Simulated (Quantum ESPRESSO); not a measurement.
Runs of Quantum ESPRESSO 7.5 on BAs. The structure is cubic, space group F-43m (No. 216). Conventional cell: a = 4.777 Å, b = 4.777 Å, c = 4.777 Å, α = 90.00°, β = 90.00°, γ = 90.00°. As (site symmetry -43m) is surrounded by 4 B at 2.07 Å. Around B (site symmetry -43m) lie 4 As at 2.07 Å. 

| task | level | potentials or basis | cell | k mesh | form of the LDA correlation | mesh quality | pressure (GPa) |
| --- | --- | --- | --- | --- | --- | --- | --- |
| phonons and Raman activities | LDA | GBRV 1.5 LDA | relaxed | 4 × 4 × 4, shifted | PZ81 | coarse | 0.0 |
| dielectric tensor | WC | GBRV 1.5 PBE | as given | 8 × 8 × 8, shifted | - | not flagged | 0.5 |
| dielectric tensor | PBEsol | GBRV 1.5 PBEsol | as given | 8 × 8 × 8, shifted | - | not flagged | 0.3 |
| phonons and Raman activities | PBE | GBRV 1.5 PBE | relaxed | 4 × 4 × 4, shifted | - | coarse | 0.0 |
| phonons | PBE | GBRV 1.5 PBE | relaxed to 5 GPa | 8 × 8 × 8, shifted | - | not flagged | 5.0 |
| phonons | PBE | GBRV 1.5 PBE | relaxed | 8 × 8 × 8, shifted | - | not flagged | 0.0 |
| dielectric tensor | PBE | GBRV 1.5 PBE | as given | 8 × 8 × 8, shifted | - | not flagged | (a) |
| dielectric tensor | AM05 | GBRV 1.5 PBE | as given | 8 × 8 × 8, shifted | - | not flagged | 0.0 |

Alike in all rows: no spin polarisation; cutoff (eV) 612; smearing fermi-dirac 0.05 eV.

Fill in the values left out.

(a) 3.7.

Caveats: some runs use coarse meshes; the potentials were made for another functional, which shifts forces and pressure (some runs); the cell is more than 3 GPa from zero pressure, which shifts response properties (some runs).
